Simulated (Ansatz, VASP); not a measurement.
**One calculation of SiC, two programs**

The input INCAR:

```
PREC = Accurate
ENCUT = 600
EDIFF = 1E-6
ISMEAR = -1
SIGMA = 0.1
LREAL = F
LASPH = T
NELM = 80
ALGO = Normal
ISIF = 3
LWAVE = F
LCHARG = F
GGA = PS
IBRION = 2
NSW = 100
EDIFFG = -0.002
```

The input KPOINTS:

```
Automatic mesh
0
Gamma
  14 14 8
```

File POSCAR:

```
SiC
1.0
    3.0760000000      0.0000000000      0.0000000000
   -1.5380000000      2.6638941420      0.0000000000
    0.0000000000      0.0000000000      5.0480000000
Si C
2 2
Direct
    0.3333333333      0.6666666667      0.0000000000
    0.6666666667      0.3333333333      0.5000000000
    0.3333333333      0.6666666667      0.3850000000
    0.6666666667      0.3333333333      0.8850000000
```

Input for Ansatz:

```yaml
crystal:
  lattice:
    - [3.07599999998, 0.0, 0.0]
    - [-1.53799999999, 2.66389414203, 0.0]
    - [0.0, 0.0, 5.048]
  atoms:
    - { symbol: Si, position: [0.333333333333, 0.666666666667, 0.0] }
    - { symbol: Si, position: [0.666666666667, 0.333333333333, 0.5] }
    - { symbol: C, position: [0.333333333333, 0.666666666667, 0.385] }
    - { symbol: C, position: [0.666666666667, 0.333333333333, 0.885] }
kpoints:
  mp_grid: { grid: [14, 14, 8] }
scf:
  occupations: { method: fermi_dirac, width: 0.1 }
hamiltonian:
  xc: pbesol
  pseudopotentials: { kind: paw }
relax:
  f_tol: 0.002
  max_steps: 80
  cell: {}
output:
  forces: true
  stress: true
```

Alike in both runs: task relaxation of cell and atoms; functional PBEsol; k mesh 14 × 14 × 8; occupations fermi-dirac, width 0.1 eV; no spin polarisation.

|  | VASP | Ansatz |
| --- | --- | --- |
| version | VASP 6.6.1 | Ansatz 0.2.0 |
| potentials or method | VASP PAW PBE potentials, release 64 (Si, C) | PAW with Ansatz's default frozen-core files, scalar-relativistic |
| plane-wave cutoff (eV) | 600 | 420 |
| valence electrons in the cell | 16 | 16 |

```tsv
	VASP	Ansatz	Ansatz less VASP
relaxed volume (Å³/atom)	10.35	10.34	-0.012
relaxed cell length with the largest relative difference (Å)	5.050	5.048	-0.0020
energy change over the relaxation (meV/atom)	-9	-9	+0.1
```

Caveats: the PAW data sets were made with another functional, which shifts forces and pressure a little (VASP). A k mesh can miss the band edges.
